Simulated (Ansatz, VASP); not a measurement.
# ZnO (zincite): VASP beside Ansatz

```
Zn O
1.0
     3.34381    0.00000    0.00000
    -1.67190    2.89582    0.00000
     0.00000    0.00000    5.39709
Zn O
2 2
Direct
  0.33333 0.66667 0.49997
  0.66667 0.33333 0.99997
  0.66667 0.33333 0.37904
  0.33333 0.66667 0.87904
```

Alike in both runs: task relaxation of shape and atoms at fixed volume; functional PBE; k mesh 9 × 9 × 6; occupations gaussian, width 0.02 eV; no spin polarisation.

|  | VASP | Ansatz |
| --- | --- | --- |
| version | VASP 6.6.1 | Ansatz 0.2.0 |
| potentials or method | VASP PAW PBE potentials, release 64 (Zn, O) | scalar-relativistic, plane waves, PAW |
| plane-wave cutoff (eV) | 600 | 420 |
| valence electrons in the cell | 36 | 36 |

```csv
,VASP,Ansatz,Ansatz less VASP
"gap on the k mesh at the Fermi level, each at its own relaxed structure (eV)",0.64,0.66,+0.016
relaxed volume (Å³/atom),13.07,13.07,0.000
relaxed cell length with the largest relative difference (Å),3.344,3.344,0.0000
```

Caveats: the relaxation stopped at its first step, so nothing moved. A hybrid or GW would open this gap; PBE tends to underestimate it.
